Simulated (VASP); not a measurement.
# Ho (Im-3m) in VASP: further runs

One crystal, Ho, is run at these levels: LDA; tasks: single point.

Program: VASP 6.6.1. These are calculated values, not measurements. Logs are shortened: lines on timing, memory, paths and dates and some standing lists are left out, and cuts for length are marked.

## 1. The crystal as given

The structure is cubic, space group Im-3m (No. 229). Conventional cell: a = 3.981 Å, b = 3.981 Å, c = 3.981 Å, α = 90.00°, β = 90.00°, γ = 90.00°. Around Ho (site symmetry m-3m) lie 8 Ho at 3.45 Å.

This isn't the form of Ho at room conditions, which is hcp.

## 2. Single point, LDA, collinear spin, ferromagnetic start

Input file INCAR:

```
PREC = Accurate
ENCUT = 460
EDIFF = 1E-6
ISMEAR = 1
SIGMA = 0.02
LREAL = F
LASPH = T
NELM = 100
ALGO = Normal
ISIF = 2
LWAVE = F
LCHARG = F
ISPIN = 2
MAGMOM = 4
LORBIT = 11
LMAXMIX = 6
GGA = CA
NBANDS = 20
ADDGRID = F
```

Input file KPOINTS:

```
Automatic mesh
0
Gamma
  5 5 5
```

Input file POSCAR:

```
Ho
1.0
   -1.9905175072      1.9905175072      1.9905175072
    1.9905175072     -1.9905175072      1.9905175072
    1.9905175072      1.9905175072     -1.9905175072
Ho
1
Direct
    0.0000000000      0.0000000000      0.0000000000
```

Potentials or basis: VASP PAW PBE potentials, release 64 (Ho).

On the command line:

```bash
> cat potpaw_PBE.64/Ho/POTCAR > POTCAR
> mpirun -np 1 vasp_std > vasp.out
```

OUTCAR:

```text
PREC = Accurate
   ENCUT = 460
   EDIFF = 1E-6
   ISMEAR = 1
   LREAL = F
   LASPH = T
   NELM = 100
   ISIF = 2
   ISPIN = 2
   LORBIT = 11
   GGA = CA

 Found     10 irreducible k-points:

 Following reciprocal coordinates:
            Coordinates               Weight
  0.000000  0.000000  0.000000      1.000000
  0.200000  0.000000  0.000000     12.000000
  0.400000  0.000000  0.000000     12.000000
  0.200000  0.200000  0.000000     24.000000
  0.400000  0.200000 -0.000000     24.000000
  0.200000  0.200000  0.200000      8.000000
   k-points           NKPTS =     10   k-points in BZ     NKDIM =     10   number of bands    NBANDS=     20
   number of dos      NEDOS =    301   number of ions     NIONS =      1
   total plane-waves  NPLWV =  13824
   dimension x,y,z NGX =    24 NGY =   24 NGZ =   24
   dimension x,y,z NGXF=    48 NGYF=   48 NGZF=   48
   ions per type =               1
   NGX,Y,Z   is equivalent  to a cutoff of  11.57, 11.57, 11.57 a.u.
   NGXF,Y,Z  is equivalent  to a cutoff of  23.15, 23.15, 23.15 a.u.
 SYSTEM =  unknown system
   PREC   = accura    normal or accurate (medium, high low for compatibility)
   ISTART =      0    job   : 0-new  1-cont  2-samecut
   ICHARG =      2    charge: 1-file 2-atom 10-const
   ISPIN  =      2    spin polarized calculation?
   LNONCOLLINEAR =      F non collinear calculations
   LSORBIT =      F    spin-orbit coupling
   LASPH  =      T    aspherical Exc in radial PAW
   ENCUT  =  460.0 eV  33.81 Ry    5.81 a.u.   6.03  6.03  6.03*2*pi/ulx,y,z
   NELM   =    100;   NELMIN=  2; NELMDL= -5     # of ELM steps
   EDIFF  = 0.1E-05   stopping-criterion for ELM
   LREAL  =      F    real-space projection
   EDIFFG = 0.1E-04   stopping-criterion for IOM
   NSW    =      0    number of steps for IOM
   IBRION =     -1    ionic relax: 0-MD 1-quasi-New 2-CG
   NFREE  =      0    steps in history (QN), initial steepest desc. (CG)
   ISIF   =      2    stress and relaxation
   ISYM   =      2    0-nonsym 1-usesym 2-fastsym
   POTIM  = 0.5000    time-step for ionic-motion
   TEBEG  =    0.0;   TEEND  =   0.0 temperature during run
   PSTRESS=    0.0 pullay stress
   NELECT =      21.0000    total number of electrons
   NUPDOWN=      -1.0000    fix difference up-down
   EMIN   =  10.00;   EMAX   =-10.00  energy-range for DOS
   EFERMI =   0.00;   METHOD = LEGACY
   ISMEAR =     1;   SIGMA  =   0.02  broadening in eV -4-tet -1-fermi 0-gaus
   EFERMI_NEDOS =   21; number of points for ismear=-14 and -15
   IALGO  =     38    algorithm
   IMIX   =      4    mixing-type and parameters
     AMIX     =   0.40;   BMIX     =  1.00
     AMIX_MAG =   1.60;   BMIX_MAG =  1.00
  volume/ion in A,a.u.               =      31.55       212.89
  Fermi-wavevector in a.u.,A,eV,Ry     =   1.429427  2.701225 27.800255  2.043261
  Thomas-Fermi vector in A             =   2.549382
   LORBIT       =     11    0 simple, 1 ext, 2 COOP (PROOUT), +10 PAW based schemes
   GGA     = CA    functional components
   LHFCALC =     F    Hartree Fock is set to
   AEXX    =    0.0000 exact exchange contribution
   IVDW    =     0    specifies the selected vdW correction
   LEPSILON=     F    determine dielectric tensor
   LRPA    =     F    only Hartree local field effects (RPA)
 spin polarized calculation
 Methfessel and Paxton  Order N= 1 SIGMA  =   0.02
  energy-cutoff  :      460.00
  volume of cell :       31.55
 maximum number of plane-waves:       713
   NGX = 13   NGY = 13   NGZ = 13

 number of electron      21.0000028 magnetization       3.2243464

 Free energy of the ion-electron system (eV)
  ---------------------------------------------------
  ext. energy  EPLUGINS =         0.00000000
  ---------------------------------------------------
  free energy    TOTEN  =        -6.37460112 eV

  energy without entropy =       -6.37373857  energy(sigma->0) =       -6.37431360

 E-fermi :   2.4682     XC(G=0): -10.3891

 val. band max:        2.4651624257   @ k =  -0.4000   0.4000   0.2000
 cond. band min:       2.4740135199   @ k =   0.4000   0.0000   0.0000
 fundamental gap:      0.0088510941
 Fermi energy:         2.4681686405

 spin component 1

 k-point     1 :       0.0000    0.0000    0.0000
  band No.  band energies     occupation
      1     -45.4527      1.00000
      2     -20.3208      1.00000
      3     -20.3208      1.00000
      4     -20.3208      1.00000
      5      -2.7868      1.00000
      6      -0.2972      1.00000
[... 12 lines left out ...]
     19      13.6512      0.00000
     20      13.6512      0.00000

 k-point     2 :       0.2000    0.0000    0.0000
  band No.  band energies     occupation
      1     -45.4337      1.00000
      2     -20.5646      1.00000
      3     -20.3972      1.00000
      4     -20.3222      1.00000
      5      -1.6988      1.00000
      6      -0.3470      1.00000
[... 12 lines left out ...]
     19      15.3700      0.00000
     20      15.6275      0.00000

 k-point     3 :       0.4000    0.0000    0.0000
  band No.  band energies     occupation
      1     -45.4027      1.00000
      2     -20.9331      1.00000
      3     -20.5177      1.00000
      4     -20.3244      1.00000
      5      -0.4087      1.00000
      6      -0.2361      1.00000
[... 12 lines left out ...]
     19      12.0070      0.00000
     20      15.4785      0.00000

 k-point     4 :       0.2000    0.2000    0.0000
  band No.  band energies     occupation
      1     -45.4087      1.00000
      2     -20.8103      1.00000
      3     -20.5044      1.00000
      4     -20.3744      1.00000
      5      -0.4274      1.00000
      6      -0.2159      1.00000
[... 12 lines left out ...]
     19      14.6899      0.00000
     20      14.8901      0.00000

 k-point     5 :       0.4000    0.2000   -0.0000
  band No.  band energies     occupation
      1     -45.3931      1.00000
      2     -20.9116      1.00000
      3     -20.6328      1.00000
      4     -20.3891      1.00000
      5      -0.4344      1.00000
      6      -0.2345      1.00000
[... 12 lines left out ...]
     19      12.7004      0.00000
     20      14.1527      0.00000

 k-point     6 :       0.2000    0.2000    0.2000
  band No.  band energies     occupation
      1     -45.3963      1.00000
      2     -20.8264      1.00000
      3     -20.5470      1.00000
      4     -20.5470      1.00000
      5      -0.4359      1.00000
      6      -0.2154      1.00000
[... 12 lines left out ...]
     19      12.9837      0.00000
     20      12.9837      0.00000

 [... further k-points ...]

 spin component 2

 k-point     1 :       0.0000    0.0000    0.0000
  band No.  band energies     occupation
      1     -44.1189      1.00000
      2     -19.3557      1.00000
      3     -19.3557      1.00000
      4     -19.3557      1.00000
      5      -2.7927      1.00000
      6       2.0679      1.00000
[... 12 lines left out ...]
     19      13.6379      0.00000
     20      13.6379      0.00000

 k-point     2 :       0.2000    0.0000    0.0000
  band No.  band energies     occupation
      1     -44.0974      1.00000
      2     -19.6294      1.00000
      3     -19.4399      1.00000
      4     -19.3576      1.00000
      5      -1.6799      1.00000
      6       2.0485      1.00000
[... 12 lines left out ...]
     19      15.5849      0.00000
     20      15.6417      0.00000

 k-point     3 :       0.4000    0.0000    0.0000
  band No.  band energies     occupation
      1     -44.0625      1.00000
      2     -20.0395      1.00000
      3     -19.5725      1.00000
      4     -19.3607      1.00000
      5       0.1355      1.00000
      6       2.1128      1.00000
[... 12 lines left out ...]
     19      12.3609      0.00000
     20      15.7442      0.00000

 k-point     4 :       0.2000    0.2000    0.0000
  band No.  band energies     occupation
      1     -44.0692      1.00000
      2     -19.9027      1.00000
      3     -19.5600      1.00000
      4     -19.4156      1.00000
      5       0.0335      1.00000
      6       2.0192      1.00000
[... 12 lines left out ...]
     19      14.9264      0.00000
     20      15.0691      0.00000

 k-point     5 :       0.4000    0.2000   -0.0000
  band No.  band energies     occupation
      1     -44.0516      1.00000
      2     -20.0150      1.00000
      3     -19.7027      1.00000
      4     -19.4322      1.00000
      5       1.1490      1.00000
      6       2.1158      1.00000
[... 12 lines left out ...]
     19      12.8997      0.00000
     20      14.3917      0.00000

 k-point     6 :       0.2000    0.2000    0.2000
  band No.  band energies     occupation
      1     -44.0552      1.00000
      2     -19.9206      1.00000
      3     -19.6093      1.00000
      4     -19.6093      1.00000
      5       1.8989      1.00000
      6       2.1721      1.00000
[... 12 lines left out ...]
     19      13.2345      0.00000
     20      13.2345      0.00000

 [... further k-points ...]

------------------------ aborting loop because EDIFF is reached ----------------------------------------

  FORCE on cell =-STRESS in cart. coord.  units (eV):
  Direction    XX          YY          ZZ          XY          YZ          ZX
  --------------------------------------------------------------------------------------
  -------------------------------------------------------------------------------------
  Total       -0.5207198     -0.5207198     -0.5207198      0.0000000      0.0000000      0.0000000
  in kB      -26.4457978    -26.4457978    -26.4457978      0.0000000      0.0000000      0.0000000
  external PRESSURE =     -26.4457978 kB  Pullay stress =       0.0000000 kB

 VOLUME and BASIS-vectors are now :
 -----------------------------------------------------------------------------
  energy-cutoff  :      460.00
  volume of cell :       31.55
      direct lattice vectors                 reciprocal lattice vectors
    -1.990517507  1.990517507  1.990517507     0.000000000  0.251190958  0.251190958
     1.990517507 -1.990517507  1.990517507     0.251190958  0.000000000  0.251190958
     1.990517507  1.990517507 -1.990517507     0.251190958  0.251190958  0.000000000

 POSITION                                       TOTAL-FORCE (eV/Angst)
 -----------------------------------------------------------------------------------
      0.00000      0.00000      0.00000         0.000000      0.000000      0.000000
 -----------------------------------------------------------------------------------
    total drift:                                0.000000      0.000000      0.000000

  FREE ENERGIE OF THE ION-ELECTRON SYSTEM (eV)
  ---------------------------------------------------
  free  energy   TOTEN  =        -6.3746011189 eV

  energy  without entropy=       -6.3737385699  energy(sigma->0) =       -6.37431360

 total charge

# of ion       s       p       d       f       tot
--------------------------------------------------
    1        2.125   5.689   0.385  10.381  18.580

 magnetization (x)

# of ion       s       p       d       f       tot
--------------------------------------------------
    1        0.003  -0.031  -0.034   3.378   3.315
```

It took 31 s on 1 thread of Intel Xeon Platinum 8375C at 2.90GHz (Ice Lake), shared host; peak memory 0.14 GiB.

The run converged, but some of its settings lie outside the range that counts as converged, so its numbers aren't taken as properties of the crystal.

Results:

```
Free energy                                           : -6.3746 eV
Pressure                                              : -2.6 GPa
Band gap on the k mesh                                : none (metal or under the smearing width)
Net moment                                            : 3.22 μB per cell
Site moments                                          : Ho +3.31 μB
Valence electrons inside the program's atomic spheres : Ho 18.58
```

Caveat: the k mesh is coarse (spacing up to 0.45 Å⁻¹), so the values aren't converged; the magnetic or orbital state may not be the lowest; the PAW data sets were made with another functional, which shifts forces and pressure a little; spin-orbit coupling is left out, which moves the levels of the heavy elements.

## 3. Single point, LDA, collinear spin, ferromagnetic start

Changes to INCAR since step 2:

```diff
@@ -1,2 +1,2 @@
-PREC = Accurate
+PREC = Low
 ENCUT = 460
@@ -4,3 +4,3 @@
 ISMEAR = 1
-SIGMA = 0.02
+SIGMA = 0.15
 LREAL = F
```

KPOINTS is that of step 2.

POSCAR is that of step 2.

Potentials or basis: VASP PAW PBE potentials, release 64 (Ho).

On the command line:

```bash
> cat potpaw_PBE.64/Ho/POTCAR > POTCAR
> mpirun -np 1 vasp_std > vasp.out
```

It took 31 s on 1 thread of Intel Xeon Platinum 8375C at 2.90GHz (Ice Lake), shared host; peak memory 0.12 GiB.

These settings aren't checked as converged: the numbers below hold their error.

Results:

```yaml
Free_energy: -6.3880 eV
Pressure: -2.4 GPa
Band_gap_on_the_k_mesh: none (metal or under the smearing width)
Net_moment: 3.25 μB per cell
Site_moments: Ho +3.33 μB
Valence_electrons_inside_the_program's_atomic_spheres: Ho 18.58
```

Caveat: the k mesh is coarse (spacing up to 0.45 Å⁻¹), so the values aren't converged; the magnetic or orbital state may not be the lowest; the PAW data sets were made with another functional, which shifts forces and pressure a little; spin-orbit coupling is left out, which moves the levels of the heavy elements.
